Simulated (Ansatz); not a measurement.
## GaN under strain: 69Ga NMR of the central transition

Cell: a COD entry, relaxed with PBE at fixed cell and then changed (z compressed by 3 %, ions relaxed).

```
Ga N
1.0
     3.18000    0.00000    0.00000
    -1.59000    2.75396    0.00000
     0.00000    0.00000    5.01102
Ga N
2 2
Direct
  0.33333 0.66667 0.00083
  0.66667 0.33333 0.50083
  0.33333 0.66667 0.38417
  0.66667 0.33333 0.88417
```

Sites (sets of like atoms) are named by element and the number of their first atom in this list.

Method: Kohn–Sham DFT in Ansatz, PBE, plane waves and PAW, scalar-relativistic, 420 eV cutoff, Γ-centred 11×11×6 k-points, Fermi–Dirac smearing 0.02 eV.

69Ga has I = 3/2 and Q = 171.0 mb (Pyykkö 2018); at 16.4 T its Larmor frequency is ν₀ = 168.1 MHz. Only the quadrupole interaction is simulated: positions count from each site's isotropic chemical shift, and J coupling is left out, as are shift anisotropy and dipolar coupling, which fast spinning averages.

Question: Simulate the second-order pattern (fast magic-angle spinning, Gaussian broadening 0.02 kHz) of site Ga (4 N at 1.92–1.93 Å; also 1 N at 3.09 Å).

Answer: The calculation gives C_Q = 1.45 MHz and η = 0.00, so ν_Q = 0.725 MHz and the centre of gravity lies at -1.86 ppm (-0.313 kHz).

```csv
offset (kHz),height
-0.8157,0
-0.7966,0
-0.7774,3
-0.7583,4
-0.7391,4
-0.7199,4
-0.7008,5
-0.6816,5
-0.6625,5
-0.6433,5
-0.6241,5
-0.6050,5
-0.5858,5
-0.5667,5
-0.5475,6
-0.5283,6
-0.5092,11
-0.4900,67
-0.4708,70
-0.4517,48
-0.4325,41
-0.4134,37
-0.3942,35
-0.3750,33
-0.3559,32
-0.3367,32
-0.3176,32
-0.2984,32
-0.2792,33
-0.2601,33
-0.2409,35
-0.2218,37
-0.2026,39
-0.1834,43
-0.1643,50
-0.1451,62
-0.1260,100
-0.1068,66
-0.0876,3
-0.0685,0
```

An axis of threefold or higher order runs through Ga, so V_zz lies along it and η is zero.

At this changed cell the PBE pressure is 14 GPa.

The relaxation (4 steps) took 15 s of wall time (15 s of CPU time) and 0.47 GiB at its peak, on 1 thread of Intel Xeon Platinum 8488C (Sapphire Rapids) (x86_64; 16 cores open to the job, memory cap 3.0 GiB, no GPU), a shared host with a load of 0.3 a core.
